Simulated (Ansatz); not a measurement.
**Nd (fcc)**

The computed numbers are results of PBE with spin–orbit coupling (two-component spinors) in the plane-wave PAW code Ansatz at 420 eV, Γ-centred 14×14×14 mesh, 0.05 eV Gaussian smearing; PAW files: Ansatz's generated set soft_2.

```
CELL_PARAMETERS angstrom
0.00000 2.61059 2.61059
2.61059 0.00000 2.61059
2.61059 2.61059 0.00000
ATOMIC_POSITIONS crystal
Nd 0.00000 0.00000 0.00000
```

At room temperature and ambient pressure Nd is dhcp.

Magnetic state: ferromagnetic, site spin moments Nd 3.16 μB, along [001] (Cartesian), which lowers the symmetry.

Cell and atoms are those of this level's equilibrium.

Path: Γ–X–U | K–Γ–L–W–X, with Γ = (0.000, 0.000, 0.000), X = (0.500, 0.000, 0.500), U = (0.625, 0.250, 0.625), K = (0.375, 0.375, 0.750), L = (0.500, 0.500, 0.500), W = (0.500, 0.250, 0.750) in reciprocal vectors of the calculation's cell.

**Question.** Is it a metal or an insulator, and if it has a gap, where are the band edges on this path?

**Answer.** A metal: bands cross the Fermi level.

Levels between -3 and 5 eV from the Fermi level at the path's named points:
```tsv
point	below E_F (eV)	above E_F (eV)
Γ	-0.50 -0.50 -0.40 -0.31	0.55 0.57 0.58 1.51 1.54 1.60 1.70 1.81 1.90 1.92 2.34 2.40 2.44 2.68 2.69 2.70 3.98 3.99 4.73 4.74
X	-1.94 -1.42 -1.35 -0.54 -0.51 -0.47 -0.43	0.14 0.40 0.53 0.57 1.79 1.86 1.93 2.33 2.45 2.54 2.64 3.43 4.55
U	-1.32 -0.67 -0.61 -0.53 -0.42 -0.37	0.12 0.33 0.39 0.52 0.60 1.69 1.73 1.81 1.95 2.19 2.39 2.52 2.62 3.06 3.95 4.75
K	-1.33 -0.67 -0.60 -0.54 -0.42 -0.37	0.10 0.34 0.44 0.47 0.61 1.71 1.72 1.80 1.97 2.15 2.43 2.51 2.64 3.03 3.95 4.75
L	-2.01 -1.14 -0.57 -0.51 -0.46 -0.01	0.49 0.54 0.56 1.35 1.44 1.56 1.84 1.86 1.99 2.03 2.08 2.16 2.53 2.61 2.65 3.06
W	-0.93 -0.64 -0.51 -0.43 -0.30	0.01 0.11 0.37 0.52 0.70 0.87 1.08 1.16 1.66 1.91 2.06 2.34 2.51 2.64 2.73 3.06 4.05
```

Without a U the open 4f shell is pinned at the Fermi level, an artefact: in the real crystal it splits into occupied and empty levels away from it, and its large orbital moment is underestimated. Site moments are of spin, integrated over Gaussian weights of 0.5 Å, which gives about a tenth less on f atoms than spheres do. No antiparallel order was tried.

The open shells may stand above their lowest state, and forces and pressures are less sure for it.

On the Nd 4f shell the spin moment is 3.34 μB and the orbital moment 1.54 μB, opposed to it, 1.80 μB net (projected on atomic orbitals, along the moments' axis).
